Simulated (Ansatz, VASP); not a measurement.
# AlN: VASP beside Ansatz, part 2 of 3

Aim: how closely do two programs agree when they are given the same cell, functional and k mesh? The cell is taken from a series of runs on this material, whose earlier steps may have relaxed, scaled, displaced or heated it; both programs get it as it stands.

VASP 6.6.1 and Ansatz 0.2.0.

So far: The starting structure; Ansatz: zone-centre phonons, LDA, pair 1.

## Step 3: VASP: zone-centre phonons, LDA, pair 1

Level of this step: LDA; plane waves and PAW (N, Al) (VASP).

The same cell, functional (in two slightly different forms) and mesh now go to VASP, with its own data sets.

Lines of VASP's logs that name or quote its potential files are left out, and so is its time.

Input file INCAR:

```
SYSTEM = AlN
PREC = Accurate
ENCUT = 600
EDIFF = 1E-08
NELM = 120
ISMEAR = 0
SIGMA = 0.01
LREAL = .FALSE.
ALGO = Normal
GGA = PW92
NBANDS = 10
LORBIT = 11
LWAVE = .FALSE.
LCHARG = .FALSE.
ISIF = 2
IBRION = 8
LEPSILON = .TRUE.
LASPH = .TRUE.
GGA_COMPAT = .FALSE.
EFERMI = MIDGAP
KPAR = 2
```

Input file POSCAR:

```
AlN
1.0
    0.0000000000      2.1927550122      2.1464432969
    2.1927550122      0.0000000000      2.1464432969
    2.1927550122      2.1927550122      0.0000000000
N Al
1 1
Direct
    0.2500000000      0.2500000000      0.2500000000
    0.0000000000      0.0000000000      0.0000000000
```

Input file KPOINTS:

```
Automatic mesh
0
Gamma
12 12 12
0 0 0
```

The projector-augmented-wave data sets are N and Al (LDA family, release 64).

Run with:

```
mpirun -np 2 vasp_std
```

Numbers of over 12 decimals in the logs are rounded to 6 here.

What it wrote:

```text
[banner, memory and clock lines left out]
running    2 mpi-ranks, on    1 nodes
 distrk:  each k-point on    1 cores,    2 groups
 distr:  one band on    1 cores,    1 groups

 POSCAR found type information on POSCAR N Al
 POSCAR found :  2 types and       2 ions
|                                                                             |
|               ----> ADVICE to this user running VASP <----                  |
|                                                                             |
|     You enforced a specific xc type in the INCAR file but a different       |
|     [... a line on the potential file left out ...]
|     I HOPE YOU KNOW WHAT YOU ARE DOING!                                     |
|                                                                             |

 LDA part: xc-table for (Slater(with rela. corr.)+PW92), standard interpolation
 POSCAR, INCAR and KPOINTS ok, starting setup
 FFT: planning ... GRIDC
 FFT: planning ... GRID_SOFT
 FFT: planning ... GRID
 WAVECAR not read
 entering main loop
       N       E                     dE             d eps       ncg     rms          rms(c)
DAV:   1     0.127947490686E+02    0.12795E+02   -0.43453E+03  3292   0.764E+02
DAV:   2    -0.179923185797E+02   -0.30787E+02   -0.29466E+02  4026   0.139E+02
DAV:   3    -0.189397758979E+02   -0.94746E+00   -0.94592E+00  3890   0.240E+01
DAV:   4    -0.189437980121E+02   -0.40221E-02   -0.40218E-02  3664   0.187E+00
DAV:   5    -0.189438312061E+02   -0.33194E-04   -0.33194E-04  3728   0.162E-01    0.871E+00
DAV:   6    -0.164576798645E+02    0.24862E+01   -0.13313E+01  3406   0.193E+01    0.298E+00
DAV:   7    -0.164123456660E+02    0.45334E-01   -0.92435E-02  3632   0.272E+00    0.193E+00
DAV:   8    -0.163835080824E+02    0.28838E-01   -0.29152E-02  3460   0.166E+00    0.360E-01
DAV:   9    -0.163831809611E+02    0.32712E-03   -0.12024E-03  3700   0.236E-01    0.180E-01
DAV:  10    -0.163832012501E+02   -0.20289E-04   -0.59908E-05  3520   0.595E-02    0.408E-02
DAV:  11    -0.163831999597E+02    0.12904E-05   -0.12727E-06  3666   0.858E-03    0.822E-03
DAV:  12    -0.163831999583E+02    0.13994E-08   -0.36194E-08  3756   0.158E-03
   1 F= -.16383200E+02 E0= -.16383200E+02  d E =0.000000E+00
 Linear response reoptimize wavefunctions to high precision
DAV:   1    -0.163831999538E+02    0.44653E-08   -0.18127E-08  3654   0.881E-04
DAV:   2    -0.163831999538E+02   -0.76739E-11   -0.93791E-11  1854   0.108E-04
 Linear response G [H, r] |phi>, progress :
  Direction:   1
       N       E                     dE             d eps       ncg     rms
RMM:   1    -0.336046841598E+02   -0.33605E+02    0.12877E+01  7957   0.487E+01
RMM:   2    -0.301530569486E+02    0.34516E+01   -0.12136E+00  5202   0.881E+00
RMM:   3    -0.301610114624E+02   -0.79545E-02   -0.64959E-03  5302   0.801E-01
RMM:   4    -0.301613724939E+02   -0.36103E-03    0.11979E-05  5568   0.965E-02
RMM:   5    -0.301613876165E+02   -0.15123E-04    0.69334E-06  5666   0.133E-02
RMM:   6    -0.301613884537E+02   -0.83721E-06    0.13892E-06  5863   0.209E-03
RMM:   7    -0.301613886334E+02   -0.17966E-06   -0.29734E-07  5780   0.538E-04
RMM:   8    -0.301613887068E+02   -0.73423E-07   -0.91421E-07  4615   0.315E-04
RMM:   9    -0.301613886851E+02    0.21706E-07   -0.22935E-07  4057   0.298E-04
RMM:  10    -0.301613886863E+02   -0.12201E-08   -0.39706E-07  3732   0.298E-04
RMM:  11    -0.301613886746E+02    0.11719E-07   -0.56580E-06  3207   0.298E-04
 Linear response G [H, r] |phi>, progress :
  Direction:   2
       N       E                     dE             d eps       ncg     rms
RMM:   1    -0.297852876292E+02   -0.29785E+02    0.38420E+01  7859   0.476E+01
RMM:   2    -0.279770643246E+02    0.18082E+01   -0.10740E+00  5171   0.824E+00
RMM:   3    -0.279855654566E+02   -0.85011E-02   -0.58241E-03  5290   0.744E-01
RMM:   4    -0.279858908004E+02   -0.32534E-03    0.33167E-06  5584   0.903E-02
RMM:   5    -0.279859037463E+02   -0.12946E-04    0.46018E-06  5675   0.125E-02
RMM:   6    -0.279859043399E+02   -0.59360E-06    0.12064E-06  5876   0.202E-03
RMM:   7    -0.279859044959E+02   -0.15594E-06   -0.25991E-07  5684   0.546E-04
RMM:   8    -0.279859045354E+02   -0.39520E-07   -0.36779E-07  4645   0.337E-04
RMM:   9    -0.279859045293E+02    0.61215E-08   -0.98358E-08  4015   0.321E-04
 Linear response G [H, r] |phi>, progress :
  Direction:   3
       N       E                     dE             d eps       ncg     rms
RMM:   1    -0.318077400559E+02   -0.31808E+02    0.24983E+01  7732   0.483E+01
RMM:   2    -0.290755469535E+02    0.27322E+01   -0.11777E+00  5152   0.852E+00
RMM:   3    -0.290801575933E+02   -0.46106E-02   -0.86407E-03  5256   0.768E-01
RMM:   4    -0.290802630835E+02   -0.10549E-03   -0.94547E-05  5594   0.926E-02
RMM:   5    -0.290802671469E+02   -0.40634E-05    0.27970E-06  5641   0.127E-02
[...]
Direction:   2
       N       E                     dE             d eps       ncg     rms          rms(c)
RMM:   1    -0.186467369437E+00   -0.18647E+00   -0.62780E-01  7426   0.199E+00
RMM:   2    -0.190348289272E+00   -0.38809E-02   -0.13954E-03  5231   0.235E-01
RMM:   3    -0.190359834717E+00   -0.11545E-04   -0.13219E-05  5330   0.222E-02
RMM:   4    -0.190359980765E+00   -0.14605E-06   -0.18169E-07  5483   0.256E-03
[...]
RMM:   9    -0.216448819015E+00    0.13833E-06   -0.66082E-10 12381   0.623E-05    0.406E-06
 change of polarisation eV/A/(eV/A) component  2 :     0.042     0.404     0.005
 dielectric tensor                  component  2 :     0.371     4.545     0.044
 Linear response to external field, progress :
  Direction:   3
       N       E                     dE             d eps       ncg     rms          rms(c)
RMM:   1    -0.211515036652E+00   -0.21152E+00   -0.76106E-01 12608   0.210E+00
RMM:   2    -0.215967174814E+00   -0.44521E-02   -0.15766E-03  8999   0.251E-01    0.681E-01
RMM:   3    -0.209389632374E+00    0.65775E-02   -0.32724E-03  8772   0.370E-01    0.400E-01
RMM:   4    -0.216261182693E+00   -0.68716E-02   -0.45895E-03  8817   0.453E-01    0.506E-02
RMM:   5    -0.217380472613E+00   -0.11193E-02   -0.75936E-05  9251   0.710E-02    0.915E-03
RMM:   6    -0.217493529239E+00   -0.11306E-03   -0.52445E-07  9449   0.616E-03    0.386E-03
RMM:   7    -0.217526156809E+00   -0.32628E-04   -0.65744E-08  9462   0.201E-03    0.242E-04
RMM:   8    -0.217528176976E+00   -0.20202E-05   -0.73315E-10  9263   0.166E-04    0.960E-05
RMM:   9    -0.217528004031E+00    0.17294E-06   -0.37039E-10  7138   0.600E-05    0.394E-06
 change of polarisation eV/A/(eV/A) component  3 :     0.094     0.023     0.406
 dielectric tensor                  component  3 :     0.826     0.202     4.563
 Linear response DOF=           4
 Linear response progress:
  Degree of freedom:   1/  4
       N       E                     dE             d eps       ncg     rms          rms(c)
RMM:   1    -0.232157540316E+00   -0.23216E+00    0.20008E-01 18273   0.326E+00
RMM:   2    -0.232115684197E+00    0.41856E-04   -0.20611E-03 14799   0.391E-01    0.180E-01
RMM:   3    -0.232943810686E+00   -0.82813E-03   -0.68830E-04 13972   0.178E-01    0.894E-02
RMM:   4    -0.234746615583E+00   -0.18028E-02   -0.61440E-04 14152   0.164E-01    0.213E-02
RMM:   5    -0.234756917976E+00   -0.10302E-04   -0.16981E-05 15914   0.314E-02    0.194E-03
RMM:   6    -0.234773839929E+00   -0.16922E-04   -0.14541E-07 16288   0.289E-03    0.859E-04
RMM:   7    -0.234773905107E+00   -0.65178E-07   -0.15136E-08 16217   0.635E-04    0.584E-05
RMM:   8    -0.234772837704E+00    0.10674E-05   -0.30072E-09 16408   0.105E-04    0.269E-05
RMM:   9    -0.234772826590E+00    0.11114E-07   -0.30084E-09 16920   0.430E-05    0.239E-06
RMM:  10    -0.234772859783E+00   -0.33193E-07   -0.31619E-09 16364   0.244E-05    0.104E-06
RMM:  11    -0.234772857779E+00    0.20045E-08   -0.28944E-09 12622   0.227E-05    0.769E-08
 first order change of Fermi-energy   0.73880E-04
 force on displaced ion       1 direction 1 : -14.989   0.000   0.000
 Born effective charge ion    1 direction 1 :  -2.537   0.000   0.000
 Linear response progress:
  Degree of freedom:   2/  4
       N       E                     dE             d eps       ncg     rms          rms(c)
RMM:   1    -0.232072103194E+00   -0.23207E+00    0.19449E-01 10666   0.325E+00
RMM:   2    -0.232048876883E+00    0.23226E-04   -0.20395E-03  8735   0.387E-01    0.178E-01
RMM:   3    -0.232892726184E+00   -0.84385E-03   -0.67036E-04  8182   0.176E-01    0.887E-02
RMM:   4    -0.234690705412E+00   -0.17980E-02   -0.60188E-04  8305   0.161E-01    0.214E-02
RMM:   5    -0.234705214508E+00   -0.14509E-04   -0.16057E-05  9291   0.308E-02    0.207E-03
RMM:   6    -0.234721648459E+00   -0.16434E-04   -0.12829E-07  9481   0.287E-03    0.895E-04
RMM:   7    -0.234721918882E+00   -0.27042E-06   -0.99522E-09  9426   0.646E-04    0.571E-05
RMM:   8    -0.234720778046E+00    0.11408E-05   -0.24650E-09  9535   0.107E-04    0.256E-05
RMM:   9    -0.234720758832E+00    0.19214E-07   -0.24740E-09  9922   0.398E-05    0.245E-06
RMM:  10    -0.234720792473E+00   -0.33641E-07   -0.25508E-09  9616   0.212E-05    0.105E-06
RMM:  11    -0.234720790542E+00    0.19308E-08   -0.49420E-09  7428   0.196E-05    0.712E-08
 first order change of Fermi-energy   0.78838E-03
 force on displaced ion       1 direction 3 :   0.000   0.000 -14.518
 Born effective charge ion    1 direction 3 :   0.000   0.000  -2.525
 Linear response progress:
  Degree of freedom:   3/  4
       N       E                     dE             d eps       ncg     rms          rms(c)
RMM:   1    -0.608286821948E-02   -0.60829E-02   -0.41392E-03 22651   0.691E-01
RMM:   2    -0.545330820481E-02    0.62956E-03   -0.26150E-04 14666   0.118E-01    0.893E-02
RMM:   3    -0.535085525427E-02    0.10245E-03   -0.59691E-05 15352   0.503E-02    0.482E-02
RMM:   4    -0.536412706076E-02   -0.13272E-04   -0.46194E-05 15304   0.472E-02    0.775E-03
RMM:   5    -0.536403836160E-02    0.88699E-07   -0.94252E-07 15637   0.706E-03    0.725E-04
RMM:   6    -0.536309400747E-02    0.94435E-06   -0.28950E-08 15764   0.608E-04    0.321E-04
RMM:   7    -0.536215227460E-02    0.94173E-06   -0.63124E-09 15842   0.377E-04    0.269E-05
RMM:   8    -0.536216557929E-02   -0.13305E-07    0.65840E-10 16169   0.367E-05    0.101E-05
RMM:   9    -0.536215873363E-02    0.68457E-08    0.60467E-10 16678   0.108E-05    0.716E-07
 first order change of Fermi-energy   0.11646E-04
 force on displaced ion       2 direction 1 : -14.988  -0.000  -0.000
 Born effective charge ion    2 direction 1 :   2.537   0.000   0.000
 Linear response progress:
  Degree of freedom:   4/  4
       N       E                     dE             d eps       ncg     rms          rms(c)
RMM:   1    -0.587009588578E-02   -0.58701E-02   -0.41848E-03 12993   0.671E-01
RMM:   2    -0.533815070948E-02    0.53195E-03   -0.20564E-04  8622   0.113E-01    0.877E-02
RMM:   3    -0.524075070640E-02    0.97400E-04   -0.49390E-05  8961   0.485E-02    0.476E-02
RMM:   4    -0.525037474436E-02   -0.96240E-05   -0.41787E-05  8929   0.459E-02    0.760E-03
RMM:   5    -0.524966905354E-02    0.70569E-06   -0.77587E-07  9101   0.699E-03    0.727E-04
RMM:   6    -0.524864295861E-02    0.10261E-05   -0.61127E-09  9161   0.612E-04    0.322E-04
RMM:   7    -0.524769587125E-02    0.94709E-06   -0.26000E-09  9231   0.378E-04    0.269E-05
RMM:   8    -0.524770887625E-02   -0.13005E-07    0.33421E-12  9399   0.361E-05    0.101E-05
RMM:   9    -0.524770356273E-02    0.53135E-08    0.27542E-11  9740   0.103E-05    0.694E-07
 first order change of Fermi-energy   0.11539E-03
 force on displaced ion       2 direction 3 :  -0.000  -0.000 -14.520
 Born effective charge ion    2 direction 3 :   0.000   0.000   2.525
 Born effective charges drift removed
 Linear response finished
```

OUTCAR, selected parts (step 3):

```text
ion  position               nearest neighbor table
   1  0.250  0.250  0.250-   2 1.89   2 1.89   2 1.89   2 1.89
   2  0.000  0.000  0.000-   1 1.89   1 1.89   1 1.89   1 1.89

  LATTYP: Found a body centered tetragonal cell.
 ALAT       =     3.1010238772
 C/A-ratio  =     1.3843449015

 Subroutine GETGRP returns: Found  8 space group operations
 (whereof  8 operations were pure point group operations)

The static configuration has the point symmetry D_2d.

 Found    163 irreducible k-points:

   k-points           NKPTS =    163   k-points in BZ     NKDIM =    163   number of bands    NBANDS=     10

   dimension x,y,z NGX =    28 NGY =   28 NGZ =   28
   dimension x,y,z NGXF=    56 NGYF=   56 NGZF=   56

   ENCUT  =  600.0 eV  44.10 Ry    6.64 a.u.   6.13  6.13  6.19*2*pi/ulx,y,z

   NELECT =       8.0000    total number of electrons

 k-points in reciprocal lattice and weights: Automatic mesh
   0.00000000  0.00000000  0.00000000       0.001
   0.08333333  0.00000000  0.00000000       0.005
   0.16666667  0.00000000  0.00000000       0.005
   0.25000000  0.00000000  0.00000000       0.005
   0.33333333  0.00000000  0.00000000       0.005
   0.41666667  0.00000000  0.00000000       0.005
   0.50000000  0.00000000  0.00000000       0.002
   0.08333333  0.08333333  0.00000000       0.001
   0.16666667  0.08333333  0.00000000       0.005
[...]
-0.33333333  0.16666667  0.50000000       0.002
  -0.25000000  0.25000000  0.50000000       0.001

 average (electrostatic) potential at core
       1 -59.8014       2 -69.7954

  Total       -0.3042476     -0.3042476      0.0415022      0.0000000      0.0000000      0.0000000
  in kB      -23.6160992    -23.6160992      3.2214542      0.0000000      0.0000000      0.0000000
  external PRESSURE =     -14.6702481 kB  Pullay stress =       0.0000000 kB

  energy-cutoff  :      600.00
  volume of cell :       20.64
      direct lattice vectors                 reciprocal lattice vectors
     0.000000000  2.192755012  2.146443297    -0.228023649  0.228023649  0.232943493
     2.192755012  0.000000000  2.146443297     0.228023649 -0.228023649  0.232943493
     2.192755012  2.192755012  0.000000000     0.228023649  0.228023649 -0.232943493

 POSITION                                       TOTAL-FORCE (eV/Angst)
 -----------------------------------------------------------------------------------
      1.09638      1.09638      1.07322        -0.000000     -0.000000      0.000000
      0.00000      0.00000      0.00000         0.000000      0.000000      0.000000
 -----------------------------------------------------------------------------------
    total drift:                               -0.000000     -0.000000      0.000000

 MACROSCOPIC STATIC DIELECTRIC TENSOR (including local field effects in DFT)
 ------------------------------------------------------
           4.544761    -0.000000     0.000000
          -0.000000     4.544761    -0.000000
           0.000000     0.000000     4.562980
 ------------------------------------------------------

 PIEZOELECTRIC TENSOR (including local field effects)  for field in x, y, z        (C/m^2)
          XX          YY          ZZ          XY          YZ          ZX
  --------------------------------------------------------------------------------
  x     0.00000     0.00000    -0.00000     0.00000    -0.61224     0.00000
  y     0.00000     0.00000    -0.00000     0.00000     0.00000    -0.61224
  z     0.00000     0.00000     0.00000    -0.61210     0.00000     0.00000

 BORN EFFECTIVE CHARGES (including local field effects) (in |e|, cummulative output)
 ---------------------------------------------------------------------------------
 ion    1
    1    -2.53661     0.00000    -0.00000
    2     0.00000    -2.53661     0.00000
    3     0.00000     0.00000    -2.52476
 ion    2
    1     2.53661     0.00000     0.00000
    2     0.00000     2.53661     0.00000
    3     0.00000     0.00000     2.52476

 Eigenvectors and eigenvalues of the dynamical matrix
 ----------------------------------------------------

   1 f  =   19.935042 THz   125.255563 2PiTHz  664.961422 cm-1    82.444672 meV
             X         Y         Z           dx          dy          dz
      1.096378  1.096378  1.073222     0.000000    0.811406    0.000000
      0.000000  0.000000  0.000000     0.000000   -0.584483    0.000000

   2 f  =   19.935042 THz   125.255563 2PiTHz  664.961422 cm-1    82.444672 meV
             X         Y         Z           dx          dy          dz
      1.096378  1.096378  1.073222     0.811406    0.000000    0.000000
      0.000000  0.000000  0.000000    -0.584483    0.000000    0.000000

   3 f  =   19.620324 THz   123.278129 2PiTHz  654.463551 cm-1    81.143102 meV
             X         Y         Z           dx          dy          dz
      1.096378  1.096378  1.073222     0.000000    0.000000    0.811376
      0.000000  0.000000  0.000000     0.000000    0.000000   -0.584525

   4 f/i=    0.000372 THz     0.002339 2PiTHz    0.012419 cm-1     0.001540 meV
             X         Y         Z           dx          dy          dz
      1.096378  1.096378  1.073222    -0.584483    0.000000    0.000000
      0.000000  0.000000  0.000000    -0.811406    0.000000    0.000000

   5 f/i=    0.000372 THz     0.002339 2PiTHz    0.012419 cm-1     0.001540 meV
             X         Y         Z           dx          dy          dz
      1.096378  1.096378  1.073222     0.000000   -0.584483    0.000000
      0.000000  0.000000  0.000000     0.000000   -0.811406    0.000000

   6 f/i=    0.000657 THz     0.004126 2PiTHz    0.021906 cm-1     0.002716 meV
             X         Y         Z           dx          dy          dz
      1.096378  1.096378  1.073222     0.000000    0.000000   -0.584525
      0.000000  0.000000  0.000000     0.000000    0.000000   -0.811376

 MACROSCOPIC STATIC DIELECTRIC TENSOR IONIC CONTRIBUTION
 ------------------------------------------------------
           3.763499    -0.000000    -0.000000
          -0.000000     3.763499    -0.000000
          -0.000000    -0.000000     3.848844
 ------------------------------------------------------

 ELASTIC MODULI CONTR FROM IONIC RELAXATION (kBar)
 Direction    XX          YY          ZZ          XY          YZ          ZX
 --------------------------------------------------------------------------------
 XX           0.0000      0.0000      0.0000      0.0000      0.0000      0.0000
 YY           0.0000      0.0000      0.0000      0.0000      0.0000      0.0000
 ZZ           0.0000      0.0000      0.0000      0.0000      0.0000      0.0000
 XY           0.0000      0.0000      0.0000   -430.3134      0.0000      0.0000
 YZ           0.0000      0.0000      0.0000      0.0000   -405.3475      0.0000
 ZX           0.0000      0.0000      0.0000      0.0000      0.0000   -396.7972
 --------------------------------------------------------------------------------

 PIEZOELECTRIC TENSOR IONIC CONTR  for field in x, y, z        (C/m^2)
          XX          YY          ZZ          XY          YZ          ZX
  --------------------------------------------------------------------------------
  x     0.00000     0.00000     0.00000    -0.00000     1.16220    -0.00000
  y     0.00000     0.00000     0.00000    -0.00000    -0.00000     1.14988
  z     0.00000     0.00000     0.00000     1.21096    -0.00000     0.00000
```

## Step 4: Comparison

Known differences besides the potentials themselves: fixed occupations in Ansatz, narrow Gaussian smearing in VASP; the cutoff is 420 eV in Ansatz and 600 eV in VASP; VASP's log shows a relativistic correction to its local exchange, Ansatz's none. Total energies have different zeros and are not compared.

Compared:

```
                                     quantity  Ansatz   VASP  difference
                                        ε∞ xx    4.55   4.54     +0.11 %
                                        ε∞ yy    4.55   4.54     +0.11 %
                                        ε∞ zz    4.57   4.56     +0.10 %
 Born charge of N1 (mean of the diagonal) (e)   -2.55  -2.53       -0.01
Born charge of Al2 (mean of the diagonal) (e)    2.55   2.53       +0.01
                        optical mode 1 (cm⁻¹)   649.5  654.5     -0.76 %
                   optical mode 2 to 3 (cm⁻¹)   659.8  665.0     -0.77 %
```

Modes are paired by rising frequency, not by their patterns, so a pair may set unlike modes beside each other; they are those without the splitting of longitudinal modes.

(Continued in part 3 of 3.)

[Lines on the potential files, build, host, timing and source positions are cut from VASP's logs without a mark.]

[Logs are printed without paths, hosts, clocks, repeated set-up lines and the standing remarks that a program may print on its own settings, such as how far it seeks lower states.]

[Hosts, paths, dates, database ids (printed as entryN), source tags and the programs' standing remarks are cut or masked in the printed files.]
